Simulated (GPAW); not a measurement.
## TiAl in GPAW: the effect of strain uniaxial z

The system is TiAl.

```xyz
2
Lattice="2.8673 0.0000 0.0000 -1.4336 2.4831 0.0000 0.0000 0.0000 4.4910" Properties=species:S:1:pos:R:3 pbc="T T T"
Ti    0.0000    0.0000    0.0000
Al    0.0000    1.6554    2.2455
```

The cell comes from a database or a generator and needn't be the stable form of this composition.

Alike in all runs:

```yaml
Program: GPAW 26.7.0
Task: single point
Functional: PBEsol
Potentials_or_basis: PAW data sets generated in the run's folder for this functional
Cutoff: 600 eV
Basis: pw
k_mesh: 11 × 11 × 6
Occupations: fermi-dirac, width 0.05 eV
Spin: no spin polarisation
Maxiter: 150
```

| strain uniaxial z | pressure (GPa) |
| --- | --- |
| -0.04 | ? |
| -0.02 | -0.5 |
| -0.01 | -1.8 |
| 0 | -3.0 |
| 0.01 | -4.1 |
| 0.02 | -5.1 |
| 0.04 | -6.9 |

Task: What does the run with strain uniaxial z -0.04 give?

Result: Pressure 2.3 GPa.

Worked out: A parabola through the other rows of the pressure, of slope -150 GPa per unit of strain uniaxial z there, extrapolates to 2.3 GPa, against the run's 2.3.

Caveats: the density grid can change from cell to cell, which puts small steps into energies and stress.
